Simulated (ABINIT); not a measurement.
Pt:

```xyz
2
Lattice="2.7607 0.0000 0.0000 -1.3803 2.3908 0.0000 0.0000 0.0000 4.7921" Properties=species:S:1:pos:R:3 pbc="T T T"
Pt    0.0000    1.5939    1.1980
Pt    1.3803    0.7969    3.5941
```

This isn't the form of Pt at room conditions, which is fcc.

```yaml
Program: ABINIT 10.8.3 (patched build)
Task: relaxation of cell and atoms
Functional: PBE
Dispersion: D3
Potentials_or_basis: JTH PAW PBE v2.0
Cutoff: 435 eV
k_mesh: 11 × 11 × 6
Occupations: fermi-dirac, width 0.05 eV
Spin: no spin polarisation
```

At the start: pressure -9.1 GPa; volume 15.81 Å³/atom.

Question: Where does the relaxation end?

Answer: Over 6 steps the energy falls by 18.2 meV/atom and the volume is 15.22 Å³/atom (-3.7 %); space group P6_3/mmc (No. 194, to 0.05 Å).

Step by step:
| step | energy change (eV) | largest force (eV/Å) | pressure (GPa) | volume (Å³) |
| --- | --- | --- | --- | --- |
| 1 | 0.0000 | 0.0000 | -9.14 | 31.63 |
| 2 | -0.0260 | 0.0000 | -4.66 | 31.02 |
| 3 | -0.0343 | 0.0000 | 0.47 | 30.41 |
| 4 | -0.0354 | 0.0000 | 0.17 | 30.44 |
| 5 | -0.0354 | 0.0000 | -0.17 | 30.46 |
| 6 | -0.0365 | 0.0000 | -0.04 | 30.45 |

Final structure:
```
Pt
1.0
     2.73743    0.00000    0.00000
    -1.36872    2.37069    0.00000
     0.00000    0.00000    4.69142
Pt
2
Direct
  0.33333 0.66667 0.25000
  0.66667 0.33333 0.75000
```

Caveat: the log and the count of SCF iterations are those of the last ABINIT call alone; pairwise dispersion overbinds metals, which lowers pressure and volume.
